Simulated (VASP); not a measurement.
# Co (P6_3/mmc) in VASP: further runs

Runs on Co. Level: PBEsol. Tasks: single point, relaxation of cell and atoms.

Everything below comes from runs of VASP 6.6.1. Logs are shortened: lines on timing, memory, paths and dates and some standing lists are left out, and cuts for length are marked.

### Step 1. The crystal as given

The structure is hexagonal, space group P6_3/mmc (No. 194). Conventional cell: a = 2.453 Å, b = 2.453 Å, c = 3.966 Å, α = 90.00°, β = 90.00°, γ = 120.00°. Around Co (site symmetry -6m2) lie 12 Co at 2.44 to 2.45 Å.

### Step 2. Single point, PBEsol, collinear spin, typed start

INCAR

```
SYSTEM = Co
PREC = Accurate
ENCUT = 520
EDIFF = 1E-6
ISMEAR = 0
SIGMA = 0.1
LREAL = .False.
LASPH = .True.
NELM = 150
ALGO = Normal
ISIF = 2
LWAVE = .False.
LCHARG = .True.
ISPIN = 2
MAGMOM = 1.83 1.83
LORBIT = 11
LMAXMIX = 4
GGA = PS
LELF = .True.
LVHAR = .True.
NBANDS = 20
```

KPOINTS

```
Automatic mesh
0
Gamma
  9 9 6
  0 0 0
```

POSCAR

```
Co
1.0
    2.4531794930      0.0000000028      0.0000000000
   -1.2265897490      2.1245157595      0.0000000000
    0.0000000000      0.0000000000      3.9658531684
Co
2
Direct
    0.6666666667      0.3333333333      0.2499849273
    0.3333333333      0.6666666667      0.7500150727
```

Potentials or basis: VASP PAW PBE potentials, release 64 (Co).

The run is started by

```sh
cat potpaw_PBE.64/Co/POTCAR > POTCAR
mpirun -np 1 vasp_std > vasp.out
```

OUTCAR:

```text
SYSTEM = Co
   PREC = Accurate
   ENCUT = 520
   EDIFF = 1E-6
   ISMEAR = 0
   LREAL = .False.
   LASPH = .True.
   NELM = 150
   ISIF = 2
   ISPIN = 2
   LORBIT = 11
   GGA = PS

 ion  position               nearest neighbor table
   1  0.667  0.333  0.250-   2 2.44   2 2.44   2 2.44   2 2.44   2 2.44   2 2.44
   2  0.333  0.667  0.750-   1 2.44   1 2.44   1 2.44   1 2.44   1 2.44   1 2.44

  LATTYP: Found a hexagonal cell.
 ALAT       =     2.4531794930
 C/A-ratio  =     1.6166176098

  Lattice vectors:

 A1 = (   2.4531794930,   0.0000000028,   0.0000000000)
 A2 = (  -1.2265897490,   2.1245157595,   0.0000000000)
 A3 = (   0.0000000000,   0.0000000000,   3.9658531684)

Analysis of symmetry for initial positions (statically):
=====================================================================
 Subroutine PRICEL returns:
 Original cell was already a primitive cell.

 Routine SETGRP: Setting up the symmetry group for a
 hexagonal supercell.

 Subroutine GETGRP returns: Found 12 space group operations
 (whereof 12 operations were pure point group operations)
 out of a pool of 24 trial point group operations.

The static configuration has the point symmetry D_3d.

Analysis of symmetry for dynamics (positions and initial velocities):
=====================================================================
 Subroutine PRICEL returns:
 Original cell was already a primitive cell.

 Routine SETGRP: Setting up the symmetry group for a
 hexagonal supercell.

 Subroutine GETGRP returns: Found 12 space group operations
 (whereof 12 operations were pure point group operations)
 out of a pool of 24 trial point group operations.

The dynamic configuration has the point symmetry D_3d.

Analysis of structural, dynamic, and magnetic symmetry:
=====================================================================
 Subroutine PRICEL returns:
 Original cell was already a primitive cell.

 Routine SETGRP: Setting up the symmetry group for a
 hexagonal supercell.

 Subroutine GETGRP returns: Found 12 space group operations
 (whereof 12 operations were pure point group operations)
 out of a pool of 24 trial point group operations.

The overall configuration has the point symmetry D_3d.

 Subroutine INISYM returns: Found 12 space group operations
 (whereof 12 operations are pure point group operations),
 and found     1 'primitive' translations

----------------------------------------------------------------------------------------

                                     Primitive cell

  volume of cell :      20.6693

  direct lattice vectors                    reciprocal lattice vectors
     2.453179493  0.000000003  0.000000000     0.407634257  0.235347749  0.000000000
    -1.226589749  2.124515759  0.000000000    -0.000000001  0.470695496  0.000000000
     0.000000000  0.000000000  3.965853168     0.000000000  0.000000000  0.252152553

  length of vectors
     2.453179493  2.453179493  3.965853168     0.470695496  0.470695496  0.252152553

  position of ions in fractional coordinates (direct lattice)
     0.666666667  0.333333333  0.249984927
     0.333333333  0.666666667  0.750015073

  ion indices of the primitive-cell ions
   primitive index   ion index
                 1           1
                 2           2

----------------------------------------------------------------------------------------

 KPOINTS: Automatic mesh

Automatic generation of k-mesh.
 Grid dimensions read from file:
 generate k-points for:    9    9    6

 Generating k-lattice:

  Cartesian coordinates                     Fractional coordinates (reciprocal lattice)
     0.045292695  0.026149750  0.000000000     0.111111111  0.000000000  0.000000000
    -0.000000000  0.052299500  0.000000000     0.000000000  0.111111111  0.000000000
     0.000000000  0.000000000  0.042025425     0.000000000  0.000000000  0.166666667

  Length of vectors
     0.052299500  0.052299500  0.042025425

  Shift w.r.t. Gamma in fractional coordinates (k-lattice)
     0.000000000  0.000000000  0.000000000

 Subroutine IBZKPT returns following result:
 ===========================================

 Found     62 irreducible k-points:

 Following reciprocal coordinates:
            Coordinates               Weight
  0.000000  0.000000  0.000000      1.000000
  0.111111  0.000000  0.000000      6.000000
  0.222222  0.000000  0.000000      6.000000
  0.333333 -0.000000  0.000000      6.000000
  0.444444  0.000000  0.000000      6.000000
  0.111111  0.111111  0.000000      6.000000
[... 16 lines left out ...]
  0.222222  0.111111  0.166667     12.000000
 -0.111111  0.333333  0.166667     12.000000
 [... further k-points ...]
   k-points           NKPTS =     62   k-points in BZ     NKDIM =     62   number of bands    NBANDS=     20
   number of dos      NEDOS =    301   number of ions     NIONS =      2
   total plane-waves  NPLWV =   9720
   dimension x,y,z NGX =    18 NGY =   18 NGZ =   30
   dimension x,y,z NGXF=    36 NGYF=   36 NGZF=   60
   ions per type =               2
   NGX,Y,Z   is equivalent  to a cutoff of  12.20, 12.20, 12.58 a.u.
   NGXF,Y,Z  is equivalent  to a cutoff of  24.40, 24.40, 25.15 a.u.
 SYSTEM =  Co
   PREC   = accura    normal or accurate (medium, high low for compatibility)
   ISTART =      0    job   : 0-new  1-cont  2-samecut
   ICHARG =      2    charge: 1-file 2-atom 10-const
   ISPIN  =      2    spin polarized calculation?
   LNONCOLLINEAR =      F non collinear calculations
   LSORBIT =      F    spin-orbit coupling
   LASPH  =      T    aspherical Exc in radial PAW
   ENCUT  =  520.0 eV  38.22 Ry    6.18 a.u.   4.56  4.56  7.37*2*pi/ulx,y,z
   NELM   =    150;   NELMIN=  2; NELMDL= -5     # of ELM steps
   EDIFF  = 0.1E-05   stopping-criterion for ELM
   LREAL  =      F    real-space projection
   EDIFFG = 0.1E-04   stopping-criterion for IOM
   NSW    =      0    number of steps for IOM
   IBRION =     -1    ionic relax: 0-MD 1-quasi-New 2-CG
   NFREE  =      0    steps in history (QN), initial steepest desc. (CG)
   ISIF   =      2    stress and relaxation
   ISYM   =      2    0-nonsym 1-usesym 2-fastsym
   POTIM  = 0.5000    time-step for ionic-motion
   TEBEG  =    0.0;   TEEND  =   0.0 temperature during run
   PSTRESS=    0.0 pullay stress
   NELECT =      18.0000    total number of electrons
   NUPDOWN=      -1.0000    fix difference up-down
   EMIN   =  10.00;   EMAX   =-10.00  energy-range for DOS
   EFERMI =   0.00;   METHOD = LEGACY
   ISMEAR =     0;   SIGMA  =   0.10  broadening in eV -4-tet -1-fermi 0-gaus
   EFERMI_NEDOS =   21; number of points for ismear=-14 and -15
   IALGO  =     38    algorithm
   IMIX   =      4    mixing-type and parameters
     AMIX     =   0.40;   BMIX     =  1.00
     AMIX_MAG =   1.60;   BMIX_MAG =  1.00
  volume/ion in A,a.u.               =      10.33        69.74
  Fermi-wavevector in a.u.,A,eV,Ry     =   1.563353  2.954309 33.253623  2.444072
  Thomas-Fermi vector in A             =   2.666137
   LORBIT       =     11    0 simple, 1 ext, 2 COOP (PROOUT), +10 PAW based schemes
   GGA     = PS    functional components
   LHFCALC =     F    Hartree Fock is set to
   AEXX    =    0.0000 exact exchange contribution
   IVDW    =     0    specifies the selected vdW correction
   LEPSILON=     F    determine dielectric tensor
   LRPA    =     F    only Hartree local field effects (RPA)
 spin polarized calculation
 Gauss-broadening in eV      SIGMA  =   0.10
  energy-cutoff  :      520.00
  volume of cell :       20.67
 maximum number of plane-waves:       574
   NGX =  9   NGY =  9   NGZ = 15

 number of electron      17.9999972 magnetization       3.0139329

 Free energy of the ion-electron system (eV)
  ---------------------------------------------------
  ext. energy  EPLUGINS =         0.00000000
  ---------------------------------------------------
  free energy    TOTEN  =       -15.48037854 eV

  energy without entropy =      -15.47122715  energy(sigma->0) =      -15.47580285

 E-fermi :  10.7746     XC(G=0): -13.8675

 val. band max:       10.7614664018   @ k =   0.1111   0.1111   0.0000
 cond. band min:      10.7903953792   @ k =   0.2222   0.1111   0.1667
 fundamental gap:      0.0289289774
 Fermi energy:        10.7746157975

 spin component 1

 k-point     1 :       0.0000    0.0000    0.0000
  band No.  band energies     occupation
      1       1.5206      1.00000
      2       5.4227      1.00000
      3       8.1534      1.00000
      4       8.1804      1.00000
      5       8.1804      1.00000
      6       8.5231      1.00000
[... 12 lines left out ...]
     19      37.4708      0.00000
     20      37.4708      0.00000
[... 507 lines left out ...]
 k-point    24 :      -0.1111    0.3333    0.1667
  band No.  band energies     occupation
      1       4.4721      1.00000
      2       6.5426      1.00000
      3       6.7444      1.00000
      4       7.2771      1.00000
      5       7.9896      1.00000
      6       8.3607      1.00000
[... 12 lines left out ...]
     19      37.2348      0.00000
     20      37.4054      0.00000

 [... further k-points ...]

 spin component 2

 k-point     1 :       0.0000    0.0000    0.0000
  band No.  band energies     occupation
      1       1.5706      1.00000
      2       6.3159      1.00000
      3       9.6779      1.00000
      4       9.6950      1.00000
      5       9.6950      1.00000
      6      10.0894      1.00000
[... 12 lines left out ...]
     19      37.7941      0.00000
     20      37.7941      0.00000
[... 507 lines left out ...]
 k-point    24 :      -0.1111    0.3333    0.1667
  band No.  band energies     occupation
      1       4.6300      1.00000
      2       7.5543      1.00000
      3       7.8550      1.00000
      4       8.5084      1.00000
      5       9.4366      1.00000
      6       9.8018      1.00000
[... 12 lines left out ...]
     19      37.4810      0.00000
     20      37.6839      0.00000

 [... further k-points ...]

------------------------ aborting loop because EDIFF is reached ----------------------------------------

  FORCE on cell =-STRESS in cart. coord.  units (eV):
  Direction    XX          YY          ZZ          XY          YZ          ZX
  --------------------------------------------------------------------------------------
  -------------------------------------------------------------------------------------
  Total       -0.1443542     -0.1443542     -0.1327400      0.0000000      0.0000000      0.0000000
  in kB      -11.1895872    -11.1895872    -10.2893180      0.0000000      0.0000000      0.0000000
  external PRESSURE =     -10.8894975 kB  Pullay stress =       0.0000000 kB

 VOLUME and BASIS-vectors are now :
 -----------------------------------------------------------------------------
  energy-cutoff  :      520.00
  volume of cell :       20.67
      direct lattice vectors                 reciprocal lattice vectors
     2.453179493  0.000000003  0.000000000     0.407634257  0.235347749  0.000000000
    -1.226589749  2.124515759  0.000000000    -0.000000001  0.470695496  0.000000000
     0.000000000  0.000000000  3.965853168     0.000000000  0.000000000  0.252152553

 POSITION                                       TOTAL-FORCE (eV/Angst)
 -----------------------------------------------------------------------------------
      1.22659      0.70817      0.99140        -0.000000      0.000000      0.001002
     -0.00000      1.41634      2.97445         0.000000     -0.000000     -0.001002
 -----------------------------------------------------------------------------------
    total drift:                               -0.000000      0.000000     -0.000000

  FREE ENERGIE OF THE ION-ELECTRON SYSTEM (eV)
  ---------------------------------------------------
  free  energy   TOTEN  =       -15.4803785400 eV

  energy  without entropy=      -15.4712271527  energy(sigma->0) =      -15.47580285

 total charge

# of ion       s       p       d       tot
------------------------------------------
    1        0.508   0.564   7.300   8.372
    2        0.508   0.564   7.300   8.372
--------------------------------------------------
tot          1.015   1.128  14.601  16.744

 magnetization (x)

# of ion       s       p       d       tot
------------------------------------------
    1       -0.017  -0.054   1.586   1.515
    2       -0.017  -0.054   1.586   1.515
--------------------------------------------------
tot         -0.034  -0.108   3.172   3.030
```

It took 30 s on 1 thread of Intel Xeon Platinum 8375C at 2.90GHz (Ice Lake), shared host; peak memory 0.16 GiB.

Results:

```yaml
Free_energy: -15.4804 eV
Pressure: -1.1 GPa
Band_gap_on_the_k_mesh: none (metal or under the smearing width)
Net_moment: 3.01 μB per cell
Site_moments: Co +1.51 μB
Valence_electrons_inside_the_program's_atomic_spheres: Co 8.37
```

Levels at points of the mesh, in eV from the Fermi level:
Spin up:
```tsv
k point	band 8	band 9	band 10	band 11	band 12	band 13
(0.00, 0.00, 0.00)	-1.87	-1.87	-0.68	-0.68	-0.15	6.81
(0.00, 0.00, 0.50)	-2.67	-1.01	-1.01	-1.01	-1.01	15.57
```
Spin down:
```tsv
k point	band 5	band 6	band 7	band 8	band 9	band 10
(0.00, 0.00, 0.00)	-1.08	-0.69	-0.69	-0.23	-0.23	-0.14
(0.00, 0.00, 0.50)	-1.15	-1.15	-1.15	-1.15	0.72	0.72
```

Caveat: the PAW data sets were made with another functional, which shifts forces and pressure a little.

### Step 3. Relaxation of cell and atoms, PBEsol, collinear spin, typed start

This run uses another cell than the first one, of 10.89 Å³/atom, 1.053 times its volume.

INCAR

```
ALGO = Normal
EDIFF = 1E-6
EDIFFG = -0.05
ENCUT = 600
GGA = PS
IBRION = 2
ISIF = 3
ISMEAR = 0
ISPIN = 2
LASPH = True
LCHARG = False
LMAXMIX = 4
LORBIT = 11
LREAL = False
LWAVE = False
MAGMOM = 1.83 1.83
NELM = 150
NSW = 100
PREC = Accurate
SIGMA = 0.1
```

KPOINTS

```
k-points
0
Gamma
  9 9 6
```

POSCAR

```
Co
1.0
    2.4873648700      0.0000000000      0.0000000000
   -1.2436824400      2.1541211700      0.0000000000
    0.0000000000      0.0000000000      4.0632895000
Co
2
Direct
    0.6666666700      0.3333333300      0.2598610000
    0.3333333300      0.6666666700      0.7401390000
```

Potentials or basis: VASP PAW PBE potentials, release 64 (Co).

The run is started by

```sh
cat potpaw_PBE.64/Co/POTCAR > POTCAR
mpirun -np 1 vasp_std > vasp.out
```

Run time: 2 min. Hardware: 1 thread of Intel Xeon Platinum 8375C at 2.90GHz (Ice Lake), shared host; peak memory 0.18 GiB.

Results (log left out):

| Property | Result |
| --- | --- |
| Free energy | -15.4809 eV |
| Relaxed volume | 10.29 Å³/atom |
| Relaxed cell | a = 2.448 Å, b = 2.448 Å, c = 3.965 Å, α = 90.00°, β = 90.00°, γ = 120.00° |
| Space group after relaxing (to 0.05 Å) | P6_3/mmc (No. 194) |
| Energy gained by relaxing | 32.9 meV/atom |
| Ionic steps | 8 |
| Pressure after relaxing | -0.1 GPa |
| Band gap on the k mesh | none (metal or under the smearing width) |
| Net moment | 3.01 μB per cell |
| Site moments | Co +1.51 μB |
| Valence electrons inside the program's atomic spheres | Co 8.38 |

Stress tensor (GPa, compression positive):
```
 0.08  0.00  0.00
 0.00  0.08  0.00
 0.00  0.00 -0.40
```

The path:
| step | energy change (eV) | largest force (eV/Å) | pressure (GPa) | volume (Å³) |
| --- | --- | --- | --- | --- |
| 1 | 0.0000 | 0.4394 | -11.32 | 21.77 |
| 2 | -0.0015 | 0.4011 | 16.98 | 19.44 |
| 3 | -0.0512 | 0.4637 | 1.18 | 20.54 |
| 4 | -0.0647 | 0.1115 | 0.69 | 20.52 |
| 5 | -0.0656 | 0.0150 | 0.78 | 20.51 |
| 6 | -0.0656 | 0.0063 | 0.77 | 20.51 |
| 7 | -0.0656 | 0.0049 | -1.00 | 20.65 |
| 8 | -0.0658 | 0.0002 | -0.08 | 20.58 |

Final structure:
```xyz
2
Lattice="2.4484 0.0000 0.0000 -1.2242 2.1204 0.0000 0.0000 0.0000 3.9646" Properties=species:S:1:pos:R:3 pbc="T T T"
Co    1.2242    0.7068    0.9911
Co    0.0000    1.4136    2.9735
```

Levels at points of the mesh, in eV from the Fermi level:
Spin up:
| k point | band 6 | band 7 | band 8 | band 9 | band 10 | band 11 | band 12 | band 13 | band 14 | band 15 |
| --- | --- | --- | --- | --- | --- | --- | --- | --- | --- | --- |
| (0.00, 0.00, 0.00) | -2.26 | -2.26 | -1.87 | -1.87 | -0.67 | -0.67 | -0.17 | 6.83 | 22.39 | 25.50 |
| (0.00, 0.00, 0.50) | -2.67 | -2.67 | -2.67 | -1.01 | -1.01 | -1.01 | -1.01 | 15.58 | 15.58 | 23.15 |
Spin down:
| k point | band 4 | band 5 | band 6 | band 7 | band 8 | band 9 | band 10 | band 11 |
| --- | --- | --- | --- | --- | --- | --- | --- | --- |
| (0.00, 0.00, 0.00) | -1.09 | -1.09 | -0.69 | -0.69 | -0.23 | -0.23 | -0.16 | 1.08 |
| (0.00, 0.00, 0.50) | -1.69 | -1.15 | -1.15 | -1.15 | -1.15 | 0.72 | 0.72 | 0.72 |

Caveat: the PAW data sets were made with another functional, which shifts forces and pressure a little; the relaxation stopped at a loose force limit of 0.05 eV/Å, so its end isn't a converged minimum.
